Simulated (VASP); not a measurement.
# RuS2 (P-3m1) in VASP: a series of runs

One crystal, RuS2, is run at these levels: PBEsol+U; tasks: single point.

Program: VASP 6.6.1. These are calculated values, not measurements. Logs are shortened: lines on timing, memory, paths and dates and some standing lists are left out, and cuts for length are marked.

**1. The crystal as given**

It takes space group P-3m1 (No. 164, trigonal). Conventional cell: a = 3.521 Å, b = 3.521 Å, c = 5.680 Å, α = 90.00°, β = 90.00°, γ = 120.00°. Ru (site symmetry -3m) has 6 S at 2.49 Å as nearest neighbours. S (site symmetry 3m) is surrounded by 3 Ru at 2.49 Å.

The cell comes from a database or a generator and needn't be the stable form of this composition.

**2. Single point, PBEsol+U, collinear spin, ferromagnetic start**

The input, INCAR:

```
PREC     = Accurate       # precision mode
ENCUT    = 520            # plane-wave cutoff, eV
EDIFF    = 1E-6           # SCF threshold, eV
ISMEAR   = 0              # smearing method
SIGMA    = 0.05           # smearing width, eV
LREAL    = F              # projectors in reciprocal space
LASPH    = T              # aspherical terms in the spheres
NELM     = 100            # most SCF steps
ALGO     = Normal         # electronic algorithm
ISIF     = 2              # what is computed and relaxed
LWAVE    = F              # write WAVECAR
LCHARG   = F              # write CHGCAR
ISPIN    = 2              # spin polarisation
MAGMOM   = 1 0 0          # initial moments
LORBIT   = 11             # projections on sites
LMAXMIX  = 4              # l up to which the mixer works
LDAU     = T              # DFT+U
LDAUTYPE = 2            
LDAUL    = 2 -1           # shell
LDAUU    = 3 0            # U, eV
LDAUJ    = 0 0          
LDAUPRINT= 1            
GGA      = PS             # functional
```

The input, KPOINTS:

```
regular mesh
0
Gamma
  6 6 4
```

The input, POSCAR:

```
RuS2
1.0
    3.5211794000      0.0000000000      0.0000000000
   -1.7605897000      3.0494308100      0.0000000000
    0.0000000000      0.0000000000      5.6803931900
Ru S
1 2
Direct
    0.0000000000      0.0000000000      0.0000000000
    0.3333333333      0.6666666667      0.2520000000
    0.6666666667      0.3333333333      0.7480000000
```

Potentials or basis: VASP PAW PBE potentials, release 64 (Ru_pv, S).

Launch:

```bash
> cat potpaw_PBE.64/Ru_pv/POTCAR potpaw_PBE.64/S/POTCAR > POTCAR
> mpirun -np 1 vasp_std > vasp.out
```

OUTCAR:

```text
PREC = Accurate
   ENCUT = 520
   EDIFF = 1E-6
   ISMEAR = 0
   LREAL = F
   LASPH = T
   NELM = 100
   ISIF = 2
   ISPIN = 2
   LORBIT = 11
   GGA = PS

 ion  position               nearest neighbor table
   1  0.000  0.000  0.000-   2 2.49   3 2.49   3 2.49   2 2.49   3 2.49   2 2.49
   2  0.333  0.667  0.252-   1 2.49   1 2.49   1 2.49
   3  0.667  0.333  0.748-   1 2.49   1 2.49   1 2.49

  LATTYP: Found a hexagonal cell.
 ALAT       =     3.5211794000
 C/A-ratio  =     1.6132075492

  Lattice vectors:

 A1 = (   3.5211794000,   0.0000000000,   0.0000000000)
 A2 = (  -1.7605897000,   3.0494308100,   0.0000000000)
 A3 = (   0.0000000000,   0.0000000000,   5.6803931900)

Analysis of symmetry for initial positions (statically):
=====================================================================
 Subroutine PRICEL returns:
 Original cell was already a primitive cell.

 Routine SETGRP: Setting up the symmetry group for a
 hexagonal supercell.

 Subroutine GETGRP returns: Found 12 space group operations
 (whereof 12 operations were pure point group operations)
 out of a pool of 24 trial point group operations.

The static configuration has the point symmetry D_3d.

Analysis of symmetry for dynamics (positions and initial velocities):
=====================================================================
 Subroutine PRICEL returns:
 Original cell was already a primitive cell.

 Routine SETGRP: Setting up the symmetry group for a
 hexagonal supercell.

 Subroutine GETGRP returns: Found 12 space group operations
 (whereof 12 operations were pure point group operations)
 out of a pool of 24 trial point group operations.

The dynamic configuration has the point symmetry D_3d.

Analysis of structural, dynamic, and magnetic symmetry:
=====================================================================
 Subroutine PRICEL returns:
 Original cell was already a primitive cell.

 Routine SETGRP: Setting up the symmetry group for a
 hexagonal supercell.

 Subroutine GETGRP returns: Found 12 space group operations
 (whereof 12 operations were pure point group operations)
 out of a pool of 24 trial point group operations.

The overall configuration has the point symmetry D_3d.

 Subroutine INISYM returns: Found 12 space group operations
 (whereof 12 operations are pure point group operations),
 and found     1 'primitive' translations

----------------------------------------------------------------------------------------

                                     Primitive cell

  volume of cell :      60.9937

  direct lattice vectors                    reciprocal lattice vectors
     3.521179400  0.000000000  0.000000000     0.283995754  0.163965025  0.000000000
    -1.760589700  3.049430810  0.000000000     0.000000000  0.327930051  0.000000000
     0.000000000  0.000000000  5.680393190     0.000000000  0.000000000  0.176044152

  length of vectors
     3.521179400  3.521179399  5.680393190     0.327930051  0.327930051  0.176044152

  position of ions in fractional coordinates (direct lattice)
     0.000000000  0.000000000  0.000000000
     0.333333333  0.666666667  0.252000000
     0.666666667  0.333333333  0.748000000

  ion indices of the primitive-cell ions
   primitive index   ion index
                 1           1
                 2           2
                 3           3

----------------------------------------------------------------------------------------

 KPOINTS: regular mesh

Automatic generation of k-mesh.
 Grid dimensions read from file:
 generate k-points for:    6    6    4

 Generating k-lattice:

  Cartesian coordinates                     Fractional coordinates (reciprocal lattice)
     0.047332626  0.027327504  0.000000000     0.166666667  0.000000000  0.000000000
     0.000000000  0.054655008  0.000000000     0.000000000  0.166666667  0.000000000
[... 80 lines left out ...]
  Thomas-Fermi vector in A             =   2.366860
   LORBIT       =     11    0 simple, 1 ext, 2 COOP (PROOUT), +10 PAW based schemes
 LDA+U is selected, type is set to LDAUTYPE =  2
   angular momentum for each species LDAUL =     2   -1
   U (eV)           for each species LDAUU =   3.0  0.0
   J (eV)           for each species LDAUJ =   0.0  0.0
   GGA     = PS    functional components
   LHFCALC =     F    Hartree Fock is set to
   AEXX    =    0.0000 exact exchange contribution
   IVDW    =     0    specifies the selected vdW correction
   LEPSILON=     F    determine dielectric tensor
   LRPA    =     F    only Hartree local field effects (RPA)
 spin polarized calculation
 Gauss-broadening in eV      SIGMA  =   0.05
  energy-cutoff  :      520.00
  volume of cell :       60.99
 maximum number of plane-waves:      1671
 NGX is ok and might be reduce to    28
   NGX = 13   NGY = 13   NGZ = 21

atom =   1  type =  1  l = 2

 onsite density matrix

spin component  1

  0.7971 -0.0000  0.0000  0.1537 -0.0000
 -0.0000  0.6197 -0.0000 -0.0000  0.1537
  0.0000 -0.0000  0.8657 -0.0000 -0.0000
  0.1537 -0.0000 -0.0000  0.6197  0.0000
 -0.0000  0.1537 -0.0000  0.0000  0.7971

spin component  2

  0.2756  0.0000  0.0000 -0.0708 -0.0000
  0.0000  0.4300  0.0000 -0.0000 -0.0708
  0.0000  0.0000  0.7180 -0.0000 -0.0000
 -0.0708 -0.0000 -0.0000  0.4300  0.0000
 -0.0000 -0.0708 -0.0000  0.0000  0.2756

 occupancies and eigenvectors

  o =  0.2481  v =  0.0000  0.0000  0.0000  0.0000  0.0000  0.0000  0.3627  0.0000  0.0000  0.9319      0.0000  0.0000  0.0000  0.0000  0.0000  0.0000  0.0000  0.0000  0.0000  0.0000
  o =  0.2481  v =  0.0000  0.0000  0.0000  0.0000  0.0000 -0.9319  0.0000  0.0000 -0.3627 -0.0000      0.0000  0.0000  0.0000  0.0000  0.0000  0.0000  0.0000  0.0000  0.0000  0.0000
  o =  0.4575  v =  0.0000  0.0000  0.0000  0.0000  0.0000  0.0000  0.9319 -0.0000  0.0000 -0.3627      0.0000  0.0000  0.0000  0.0000  0.0000  0.0000  0.0000  0.0000  0.0000  0.0000
  o =  0.4575  v =  0.0000  0.0000  0.0000  0.0000  0.0000 -0.3627 -0.0000 -0.0000  0.9319  0.0000      0.0000  0.0000  0.0000  0.0000  0.0000  0.0000  0.0000  0.0000  0.0000  0.0000
  o =  0.5310  v = -0.0000 -0.8660  0.0000  0.0000  0.5001  0.0000  0.0000  0.0000  0.0000  0.0000      0.0000  0.0000  0.0000  0.0000  0.0000  0.0000  0.0000  0.0000  0.0000  0.0000
  o =  0.5310  v = -0.5001  0.0000 -0.0000  0.8660 -0.0000  0.0000  0.0000  0.0000  0.0000  0.0000      0.0000  0.0000  0.0000  0.0000  0.0000  0.0000  0.0000  0.0000  0.0000  0.0000
  o =  0.7180  v =  0.0000  0.0000  0.0000  0.0000  0.0000  0.0000  0.0000  1.0000  0.0000 -0.0000      0.0000  0.0000  0.0000  0.0000  0.0000  0.0000  0.0000  0.0000  0.0000  0.0000
  o =  0.8657  v =  0.0000 -0.0000 -1.0000  0.0000 -0.0000  0.0000  0.0000  0.0000  0.0000  0.0000      0.0000  0.0000  0.0000  0.0000  0.0000  0.0000  0.0000  0.0000  0.0000  0.0000
  o =  0.8858  v = -0.0000  0.5001 -0.0000 -0.0000  0.8660  0.0000  0.0000  0.0000  0.0000  0.0000      0.0000  0.0000  0.0000  0.0000  0.0000  0.0000  0.0000  0.0000  0.0000  0.0000
  o =  0.8858  v =  0.8660  0.0000 -0.0000  0.5001  0.0000  0.0000  0.0000  0.0000  0.0000  0.0000      0.0000  0.0000  0.0000  0.0000  0.0000  0.0000  0.0000  0.0000  0.0000  0.0000

 number of electron      26.0000007 magnetization       1.9046176

 Free energy of the ion-electron system (eV)
  ---------------------------------------------------
  ext. energy  EPLUGINS =         0.00000000
  ---------------------------------------------------
  free energy    TOTEN  =       -15.99142458 eV

  energy without entropy =      -15.99011619  energy(sigma->0) =      -15.99077039

 E-fermi :   4.9600     XC(G=0): -10.3339

 val. band max:        4.9491257559   @ k =   0.1667  -0.0000   0.5000
 cond. band min:       4.9695085369   @ k =   0.0000   0.0000   0.0000
 fundamental gap:      0.0203827810
 Fermi energy:         4.9600338063

 spin component 1

 k-point     1 :       0.0000    0.0000    0.0000
  band No.  band energies     occupation
      1     -38.8425      1.00000
      2     -38.8425      1.00000
      3     -38.1105      1.00000
      4      -8.7378      1.00000
      5      -7.0560      1.00000
      6      -0.9422      1.00000
[... 480 lines left out ...]
      4      -7.1018      1.00000
      5      -7.1018      1.00000
      6      -0.1936      1.00000
[... 10 lines left out ...]
     17      12.3360      0.00000
     18      12.3360      0.00000
 Fermi energy:         4.9600338063

 spin component 2

 k-point     1 :       0.0000    0.0000    0.0000
  band No.  band energies     occupation
      1     -37.4598      1.00000
      2     -37.4598      1.00000
      3     -37.2605      1.00000
      4      -8.5899      1.00000
      5      -6.9245      1.00000
      6      -0.5183      1.00000
[... 481 lines left out ...]
      5      -6.9339      1.00000
      6       0.5810      1.00000
[... 10 lines left out ...]
     17      12.6855      0.00000
     18      12.6855      0.00000

------------------------ aborting loop because EDIFF is reached ----------------------------------------

  FORCE on cell =-STRESS in cart. coord.  units (eV):
  Direction    XX          YY          ZZ          XY          YZ          ZX
  --------------------------------------------------------------------------------------
  -------------------------------------------------------------------------------------
  Total       -5.2140419     -5.2140419     -4.5556645      0.0000000      0.0000000      0.0000000
  in kB     -136.9618973   -136.9618971   -119.6677104      0.0000000      0.0000000      0.0000000
  external PRESSURE =    -131.1971683 kB  Pullay stress =       0.0000000 kB

 VOLUME and BASIS-vectors are now :
 -----------------------------------------------------------------------------
  energy-cutoff  :      520.00
  volume of cell :       60.99
      direct lattice vectors                 reciprocal lattice vectors
     3.521179400  0.000000000  0.000000000     0.283995754  0.163965025  0.000000000
    -1.760589700  3.049430810  0.000000000     0.000000000  0.327930051  0.000000000
     0.000000000  0.000000000  5.680393190     0.000000000  0.000000000  0.176044152

 POSITION                                       TOTAL-FORCE (eV/Angst)
 -----------------------------------------------------------------------------------
      0.00000      0.00000      0.00000         0.000000      0.000000      0.000000
     -0.00000      2.03295      1.43146         0.000000      0.000000     -1.383670
      1.76059      1.01648      4.24893        -0.000000      0.000000      1.383670
 -----------------------------------------------------------------------------------
    total drift:                                0.000000     -0.000000      0.000000

  FREE ENERGIE OF THE ION-ELECTRON SYSTEM (eV)
  ---------------------------------------------------
  free  energy   TOTEN  =       -15.9914245838 eV

  energy  without entropy=      -15.9901161922  energy(sigma->0) =      -15.99077039

 total charge

# of ion       s       p       d       tot
------------------------------------------
    1        0.305   6.234   5.784  12.323
    2        1.360   2.230   0.000   3.590
    3        1.360   2.230   0.000   3.590
--------------------------------------------------
tot          3.024  10.694   5.784  19.502

 magnetization (x)

# of ion       s       p       d       tot
------------------------------------------
    1        0.022   0.026   1.565   1.612
    2        0.004   0.081   0.000   0.085
    3        0.004   0.081   0.000   0.085
--------------------------------------------------
tot          0.031   0.187   1.565   1.783
```

It took 36 s on 1 thread of AMD EPYC 9R45 (Zen 5), shared host; peak memory 0.18 GiB.

Results:

```
Free energy                                           : -15.9914 eV
Pressure                                              : -13.1 GPa
Largest force                                         : 1.384 eV/Å
Band gap on the k mesh                                : none (metal or under the smearing width)
Net moment                                            : 1.90 μB per cell
Site moments                                          : Ru +1.61; S +0.09 μB
Valence electrons inside the program's atomic spheres : Ru 12.32; S 3.59
```

Forces on the atoms (eV/Å):
```
Ru   0.000  0.000  0.000
S    0.000  0.000 -1.384
S    0.000  0.000  1.384
```

Levels at points of the mesh, in eV from the Fermi level:
Spin up:
```tsv
k point	band 11	band 12	band 13	band 14	band 15	band 16	band 17	band 18
(0.00, 0.00, 0.00)	-1.71	-0.29	-0.29	-0.08	2.08	2.08	5.66	5.68
(0.50, 0.00, 0.00)	-2.70	-2.20	-1.86	-1.62	1.97	2.47	6.29	6.50
(0.00, 0.00, 0.50)	-2.42	-0.77	-0.48	-0.48	2.42	2.42	6.22	7.28
(0.50, 0.00, 0.50)	-2.60	-1.79	-1.52	-1.31	1.89	2.53	5.53	5.80
```
Spin down:
```csv
k point,band 8,band 9,band 10,band 11,band 12,band 13,band 14,band 15,band 16,band 17
"(0.00, 0.00, 0.00)",-3.70,-0.78,-0.57,-0.57,-0.13,-0.13,0.01,2.74,2.74,5.75
"(0.50, 0.00, 0.00)",-3.43,-3.42,-2.59,-1.70,-1.20,0.49,0.52,2.65,3.07,6.65
"(0.00, 0.00, 0.50)",-3.67,-2.34,-0.58,-0.58,-0.33,-0.33,-0.04,3.08,3.08,6.32
"(0.50, 0.00, 0.50)",-3.63,-3.37,-1.39,-1.35,-1.18,0.44,0.47,2.52,3.21,5.65
```

Eigenvalues of the final occupation matrices:
```
    site  spin  trace               eigenvalues
site 1 d     1   3.70  0.53 0.53 0.87 0.89 0.89
site 1 d     2   2.13  0.25 0.25 0.46 0.46 0.72
```

Caveat: the PAW data sets were made with another functional, which shifts forces and pressure a little. The state reached can hang on the start; a lower one may exist.

**3. Single point, PBEsol+U, collinear spin, zero start**

The input, INCAR:

```
PREC = Accurate
ENCUT = 520
EDIFF = 1E-6
ISMEAR = 0
SIGMA = 0.05
LREAL = F
LASPH = T
NELM = 100
ALGO = Fast
ISIF = 2
LWAVE = F
LCHARG = F
ISPIN = 2
MAGMOM = 0 0 0
LORBIT = 11
LMAXMIX = 4
LDAU = T
LDAUTYPE = 2
LDAUL = 2 -1
LDAUU = 3 0
LDAUJ = 0 0
LDAUPRINT = 1
GGA = PS
NBANDS = 24
```

The input, KPOINTS:

```
Automatic mesh
0
Gamma
  6 6 4
```

POSCAR is that of step 2.

Potentials or basis: VASP PAW PBE potentials, release 64 (Ru_pv, S).

Launch:

```bash
> cat potpaw_PBE.64/Ru_pv/POTCAR potpaw_PBE.64/S/POTCAR > POTCAR
> mpirun -np 1 vasp_std > vasp.out
```

Run time: 59 s. Hardware: 1 thread of AMD EPYC 9R45 (Zen 5), shared host; peak memory 0.2 GiB.

The run converged. Its results:

```yaml
Free_energy: -15.5732 eV
Pressure: -17.1 GPa
Largest_force: 1.795 eV/Å
Band_gap_on_the_k_mesh: none (metal or under the smearing width)
Net_moment: 0.00 μB per cell
Valence_electrons_inside_the_program's_atomic_spheres: Ru 12.41; S 3.56
```

Forces on the atoms (eV/Å):
```
Ru   0.000  0.000  0.000
S    0.000  0.000 -1.795
S    0.000  0.000  1.795
```

Stress tensor (GPa, compression positive):
```
-16.59   0.00   0.00
  0.00 -16.59   0.00
  0.00   0.00 -18.20
```

Levels at points of the mesh, in eV from the Fermi level:
Spin up:
```
           k point  band 9  band 10  band 11  band 12  band 13  band 14  band 15  band 16  band 17  band 18
(0.00, 0.00, 0.00)   -1.37    -1.37    -0.69    -0.10    -0.10     0.08     2.78     2.78     5.95     6.02
(0.50, 0.00, 0.00)   -3.32    -2.49    -1.63    -1.17    -0.55    -0.03     2.86     3.16     6.82     6.83
(0.00, 0.00, 0.50)   -2.26    -1.38    -1.38    -0.30    -0.30     0.03     3.13     3.13     6.54     7.67
(0.50, 0.00, 0.50)   -3.26    -1.49    -1.26    -1.10    -0.55    -0.09     2.59     3.44     5.83     6.23
```
Spin down:
```csv
k point,band 9,band 10,band 11,band 12,band 13,band 14,band 15,band 16,band 17,band 18
"(0.00, 0.00, 0.00)",-1.36,-1.36,-0.69,-0.10,-0.10,0.08,2.78,2.78,5.95,6.02
"(0.50, 0.00, 0.00)",-3.32,-2.49,-1.63,-1.17,-0.55,-0.03,2.86,3.16,6.82,6.83
"(0.00, 0.00, 0.50)",-2.26,-1.38,-1.38,-0.30,-0.30,0.03,3.13,3.13,6.54,7.67
"(0.50, 0.00, 0.50)",-3.26,-1.49,-1.26,-1.10,-0.55,-0.09,2.59,3.44,5.83,6.23
```

Eigenvalues of the final occupation matrices:
| site | spin | trace | eigenvalues |
| --- | --- | --- | --- |
| site 1 d | 1 | 2.98 | 0.43 0.43 0.70 0.71 0.71 |
| site 1 d | 2 | 2.98 | 0.43 0.43 0.70 0.71 0.71 |

Caveat: the PAW data sets were made with another functional, which shifts forces and pressure a little.

(Continued in part 2 of 2.)
